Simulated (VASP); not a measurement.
# ZnS (Wurtzite-2H) (P6_3mc) in VASP: a series of runs

The runs below take ZnS (Wurtzite-2H) through single point, with HSE06.

All numbers are computed with VASP 6.6.1; they aren't measurements. Logs are shortened: lines on timing, memory, paths and dates and some standing lists are left out, and cuts for length are marked.

## 1. The structure

It takes space group P6_3mc (No. 186, hexagonal). Conventional cell: a = 3.811 Å, b = 3.811 Å, c = 6.234 Å, α = 90.00°, β = 90.00°, γ = 120.00°. Around Zn (site symmetry 3m) lie 4 S at 2.31 to 2.40 Å. S (site symmetry 3m) has 4 Zn at 2.31 to 2.40 Å as nearest neighbours.

## 2. Single point, HSE06

Input file POSCAR:

```
ZnS
1.0
    3.8110000000      0.0000000000      0.0000000000
   -1.9055000000      3.3004228138      0.0000000000
    0.0000000000      0.0000000000      6.2340000000
Zn S
2 2
Direct
    0.6666666667      0.3333333333      0.5000000000
    0.3333333333      0.6666666667      0.0000000000
    0.6666666667      0.3333333333      0.8850000000
    0.3333333333      0.6666666667      0.3850000000
```

Input file INCAR.step1:

```
PREC = Accurate
ENCUT = 500
EDIFF = 1E-5
ISMEAR = 0
SIGMA = 0.01
LREAL = F
LASPH = T
NELM = 100
ALGO = Normal
ISIF = 2
LWAVE = T
LCHARG = F
NKRED = 1
NBANDS = 26
GGA = PE
```

Input file INCAR.step2:

```
PREC = Accurate
ENCUT = 500
EDIFF = 1E-6
ISMEAR = 0
SIGMA = 0.01
LREAL = F
LASPH = T
NELM = 100
ALGO = Normal
ISIF = 2
LWAVE = F
LCHARG = F
GGA = PE
LHFCALC = T
HFSCREEN = 0.2
PRECFOCK = Fast
NKRED = 1
NBANDS = 26
ISTART = 1
```

Input file KPOINTS:

```
regular mesh
0
Gamma
  4 4 3
```

Potentials or basis: VASP PAW PBE potentials, release 64 (Zn, S).

Command:

```
> cat potpaw_PBE.64/Zn/POTCAR potpaw_PBE.64/S/POTCAR > POTCAR
> cp INCAR.step1 INCAR
> mpirun -np 1 vasp_std > vasp.out
> cp INCAR.step2 INCAR
> mpirun -np 1 vasp_std > vasp.out
```

OUTCAR:

```text
PREC = Accurate
   ENCUT = 500
   EDIFF = 1E-6
   ISMEAR = 0
   LREAL = F
   LASPH = T
   NELM = 100
   ISIF = 2
   GGA = PE
   LHFCALC = T
   HFSCREEN = 0.2
   PRECFOCK = Fast
   NKRED = 1
   ISTART = 1

 Found      8 irreducible k-points:

 Following reciprocal coordinates:
            Coordinates               Weight
  0.000000  0.000000  0.000000      1.000000
  0.250000  0.000000  0.000000      6.000000
  0.500000  0.000000  0.000000      3.000000
  0.250000  0.250000  0.000000      6.000000
  0.000000  0.000000  0.333333      2.000000
  0.250000  0.000000  0.333333     12.000000
   k-points           NKPTS =      8   k-points in BZ     NKDIM =     48   number of bands    NBANDS=     26
   number of dos      NEDOS =    301   number of ions     NIONS =      4
   total plane-waves  NPLWV =  37632
   dimension x,y,z NGX =    28 NGY =   28 NGZ =   48
   dimension x,y,z NGXF=    56 NGYF=   56 NGZF=   96
   ions per type =               2   2
   NGX,Y,Z   is equivalent  to a cutoff of  12.21, 12.21, 12.80 a.u.
   NGXF,Y,Z  is equivalent  to a cutoff of  24.43, 24.43, 25.60 a.u.
 SYSTEM =  unknown system
   PREC   = accura    normal or accurate (medium, high low for compatibility)
   ISTART =      1    job   : 0-new  1-cont  2-samecut
   ICHARG =      0    charge: 1-file 2-atom 10-const
   ISPIN  =      1    spin polarized calculation?
   LNONCOLLINEAR =      F non collinear calculations
   LSORBIT =      F    spin-orbit coupling
   LASPH  =      T    aspherical Exc in radial PAW
   ENCUT  =  500.0 eV  36.75 Ry    6.06 a.u.   6.95  6.95 11.37*2*pi/ulx,y,z
   NELM   =    100;   NELMIN=  2; NELMDL=  0     # of ELM steps
   EDIFF  = 0.1E-05   stopping-criterion for ELM
   LREAL  =      F    real-space projection
   EDIFFG = 0.1E-04   stopping-criterion for IOM
   NSW    =      0    number of steps for IOM
   IBRION =     -1    ionic relax: 0-MD 1-quasi-New 2-CG
   NFREE  =      0    steps in history (QN), initial steepest desc. (CG)
   ISIF   =      2    stress and relaxation
   ISYM   =      3    0-nonsym 1-usesym 2-fastsym
   POTIM  = 0.5000    time-step for ionic-motion
   TEBEG  =    0.0;   TEEND  =   0.0 temperature during run
   PSTRESS=    0.0 pullay stress
   NELECT =      36.0000    total number of electrons
   NUPDOWN=      -1.0000    fix difference up-down
   EMIN   =  10.00;   EMAX   =-10.00  energy-range for DOS
   EFERMI =   0.00;   METHOD = LEGACY
   ISMEAR =     0;   SIGMA  =   0.01  broadening in eV -4-tet -1-fermi 0-gaus
   EFERMI_NEDOS =   21; number of points for ismear=-14 and -15
   IALGO  =     38    algorithm
   IMIX   =      1    mixing-type and parameters
     AMIX     =   0.40;   BMIX     =  1.00
     AMIX_MAG =   1.60;   BMIX_MAG =  1.00
  volume/ion in A,a.u.               =      19.60       132.29
  Fermi-wavevector in a.u.,A,eV,Ry     =   1.262943  2.386617 21.701647  1.595026
  Thomas-Fermi vector in A             =   2.396326
   LORBIT       =      0    0 simple, 1 ext, 2 COOP (PROOUT), +10 PAW based schemes
   GGA     = PE    functional components
   LHFCALC =     T    Hartree Fock is set to
   PRECFOCK=fast      Normal, Fast or Accurate (Low or Medium for compatibility)
   ENCUT4O =  -1.0   cutoff for four orbital integrals eV
   NKREDX  =     1    reduce k-point grid by
   NKREDY  =     1    reduce k-point grid by
   NKREDZ  =     1    reduce k-point grid by
   AEXX    =    0.2500 exact exchange contribution
   HFSCREEN=    0.2000 screening length (either q_TF or 0.3 A-1)
   HFSCREENC=   0.2000 screening length for correlation (either q_TF or 0.3 A-1)
   ENCUTFOCK=  -1.0 apply spherical cutoff to Coloumb kernel
   IVDW    =     0    specifies the selected vdW correction
   LEPSILON=     F    determine dielectric tensor
   LRPA    =     F    only Hartree local field effects (RPA)
 non-spin polarized calculation
 Gauss-broadening in eV      SIGMA  =   0.01
  energy-cutoff  :      500.00
  volume of cell :       78.41
 maximum number of plane-waves:      2001
 NGX is ok and might be reduce to    28
  NGX = 16; NGY = 16; NGZ = 28

 number of electron      35.9999977 magnetization

 Free energy of the ion-electron system (eV)
  ---------------------------------------------------
  ext. energy  EPLUGINS =         0.00000000
  ---------------------------------------------------
  free energy    TOTEN  =       -16.71525392 eV

  energy without entropy =      -16.71525392  energy(sigma->0) =      -16.71525392

 E-fermi :   1.5065     XC(G=0):  -7.9715

 val. band max:        1.4541673421   @ k =   0.0000   0.0000   0.0000
 cond. band min:       4.9327301545   @ k =   0.0000   0.0000   0.0000
 fundamental gap:      3.4785628124
 Fermi energy:         1.5064882150

 k-point     1 :       0.0000    0.0000    0.0000
  band No.  band energies     occupation
      1     -12.9472      2.00000
      2     -11.9620      2.00000
      3      -6.4470      2.00000
      4      -6.4470      2.00000
      5      -6.3941      2.00000
      6      -6.3834      2.00000
[... 18 lines left out ...]
     25      10.4345      0.00000
     26      12.1840      0.00000

 k-point     2 :       0.2500    0.0000    0.0000
  band No.  band energies     occupation
      1     -12.5266      2.00000
      2     -11.7486      2.00000
      3      -6.4059      2.00000
      4      -6.3722      2.00000
      5      -6.3330      2.00000
      6      -6.2793      2.00000
[... 18 lines left out ...]
     25      11.2685      0.00000
     26      11.7643      0.00000

 k-point     3 :       0.5000    0.0000    0.0000
  band No.  band energies     occupation
      1     -11.9498      2.00000
      2     -11.6124      2.00000
      3      -6.3660      2.00000
      4      -6.3191      2.00000
      5      -6.1736      2.00000
      6      -6.1447      2.00000
[... 18 lines left out ...]
     25      11.8247      0.00000
     26      14.2640      0.00000

 k-point     4 :       0.2500    0.2500    0.0000
  band No.  band energies     occupation
      1     -11.9690      2.00000
      2     -11.6043      2.00000
      3      -6.3628      2.00000
      4      -6.2753      2.00000
      5      -6.1991      2.00000
      6      -6.1706      2.00000
[... 18 lines left out ...]
     25      11.3590      0.00000
     26      12.5652      0.00000

 k-point     5 :       0.0000    0.0000    0.3333
  band No.  band energies     occupation
      1     -12.7276      2.00000
      2     -12.2381      2.00000
      3      -6.4355      2.00000
      4      -6.4355      2.00000
      5      -6.4038      2.00000
      6      -6.4038      2.00000
[... 18 lines left out ...]
     25       9.8582      0.00000
     26      10.7004      0.00000

 k-point     6 :       0.2500    0.0000    0.3333
  band No.  band energies     occupation
      1     -12.3443      2.00000
      2     -11.9555      2.00000
      3      -6.3899      2.00000
      4      -6.3520      2.00000
      5      -6.3514      2.00000
      6      -6.3049      2.00000
[... 18 lines left out ...]
     25      11.0084      0.00000
     26      11.5551      0.00000

 [... further k-points ...]

------------------------ aborting loop because EDIFF is reached ----------------------------------------

  FORCE on cell =-STRESS in cart. coord.  units (eV):
  Direction    XX          YY          ZZ          XY          YZ          ZX
  --------------------------------------------------------------------------------------
  -------------------------------------------------------------------------------------
  Total        1.3049453      1.3049453      0.0448693      0.0000000      0.0000000      0.0000000
  in kB       26.6641388     26.6641388      0.9168213      0.0000000      0.0000000      0.0000000
  external PRESSURE =      18.0816996 kB  Pullay stress =       0.0000000 kB

 VOLUME and BASIS-vectors are now :
 -----------------------------------------------------------------------------
  energy-cutoff  :      500.00
  volume of cell :       78.41
      direct lattice vectors                 reciprocal lattice vectors
     3.811000000  0.000000000  0.000000000     0.262398321  0.151495741  0.000000000
    -1.905500000  3.300422814  0.000000000     0.000000000  0.302991482  0.000000000
     0.000000000  0.000000000  6.234000000     0.000000000  0.000000000  0.160410651

 POSITION                                       TOTAL-FORCE (eV/Angst)
 -----------------------------------------------------------------------------------
      1.90550      1.10014      3.11700         0.000000     -0.000000      0.336977
     -0.00000      2.20028      0.00000        -0.000000     -0.000000      0.336977
      1.90550      1.10014      5.51709        -0.000000     -0.000000     -0.336977
     -0.00000      2.20028      2.40009        -0.000000      0.000000     -0.336977
 -----------------------------------------------------------------------------------
    total drift:                               -0.000000     -0.000001      0.000226

  FREE ENERGIE OF THE ION-ELECTRON SYSTEM (eV)
  ---------------------------------------------------
  free  energy   TOTEN  =       -16.7152539185 eV

  energy  without entropy=      -16.7152539185  energy(sigma->0) =      -16.71525392
```

It took 5.1 min on 1 thread of Intel Xeon 6975P-C (Granite Rapids), shared host; peak memory 0.29 GiB.

The run converged, but some of its settings lie outside the range that counts as converged, so its numbers aren't taken as properties of the crystal.

What came out:

```
Free energy            : -16.7153 eV
Pressure               : 1.8 GPa
Largest force          : 0.337 eV/Å
Band gap on the k mesh : 3.48 eV, direct
```

Caveat: the k mesh is coarse (spacing up to 0.48 Å⁻¹), so the values aren't converged, least of all with exact exchange; the PAW data sets were made with another functional, which shifts forces and pressure a little.

## 3. Single point, HSE06

POSCAR is that of step 2.

Changes to INCAR.step1 since step 2:

```diff
@@ -1,3 +1,3 @@
 PREC = Accurate
-ENCUT = 500
+ENCUT = 350
 EDIFF = 1E-5
```

Changes to INCAR.step2 since step 2:

```diff
@@ -1,3 +1,3 @@
 PREC = Accurate
-ENCUT = 500
+ENCUT = 350
 EDIFF = 1E-6
```

Input file KPOINTS:

```
regular mesh
0
Gamma
  6 6 3
```

Potentials or basis: VASP PAW PBE potentials, release 64 (Zn, S).

Command:

```
> cat potpaw_PBE.64/Zn/POTCAR potpaw_PBE.64/S/POTCAR > POTCAR
> cp INCAR.step1 INCAR
> mpirun -np 1 vasp_std > vasp.out
> cp INCAR.step2 INCAR
> mpirun -np 1 vasp_std > vasp.out
```

It took 13 min on 1 thread of Intel Xeon 6975P-C (Granite Rapids), shared host; peak memory 0.26 GiB.

These settings aren't checked as converged: the numbers below hold their error.

Results:

- Free energy: -16.7414 eV
- Pressure: 1.4 GPa
- Largest force: 0.327 eV/Å
- Band gap on the k mesh: 3.47 eV, direct

Caveat: the PAW data sets were made with another functional, which shifts forces and pressure a little.
